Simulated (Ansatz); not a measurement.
MnS:

```
Mn S
1.0
     3.95358    0.00000    0.00000
    -1.97679    3.42390    0.00000
     0.00000    0.00000    6.34253
Mn S
2 2
Direct
  0.66667 0.33333 0.49884
  0.33333 0.66667 0.99884
  0.33333 0.66667 0.62615
  0.66667 0.33333 0.12615
```

The cell is a database's computed one.

Alike in all runs: program Ansatz 0.2.0; functional PBEsol; potentials or basis Ansatz PAW; cutoff 420 eV (not typed: the program's choice for these potentials); k mesh 8 × 8 × 4; occupations fermi-dirac, width 0.05 eV.

Starts and where they ended:

```tsv
start	free energy over the lowest (meV/atom)	net moment (μB)	site or absolute moments (μB)	gap
collinear spin, ferromagnetic start of up to 5.5 μB	115.1	9.82	Mn +4.08; S +0.12	none (metal or under the smearing width)
collinear spin, antiferromagnetic start of up to 4 μB	0.0	0.00	Mn +3.94, -3.94; S +0.05, -0.05	0.77 eV
collinear spin, random start of up to 2.76 μB	0.0	0.00	Mn +3.94, -3.94; S +0.05, -0.05	0.77 eV
collinear spin, ferrimagnetic start of up to 4 μB	0.0	0.00	Mn +3.94, -3.94; S +0.05, -0.05	0.77 eV
collinear spin, ferromagnetic start of up to 4 μB	115.1	9.82	Mn +4.08; S +0.12	none (metal or under the smearing width)
no spin polarisation	851.7	-	-	none (metal or under the smearing width)
```

The spin-polarised runs without a constraint all converged, yet they end up to 115 meV/atom apart: a converged run can sit in a state that isn't the lowest. Allowing spin polarisation gains 852 meV/atom. A still lower state may exist.

Caveats: semilocal functionals often make such compounds metallic where correlation or magnetic order opens a gap, which also shifts bond lengths (some runs); the magnetic or orbital state may not be the lowest (some runs).
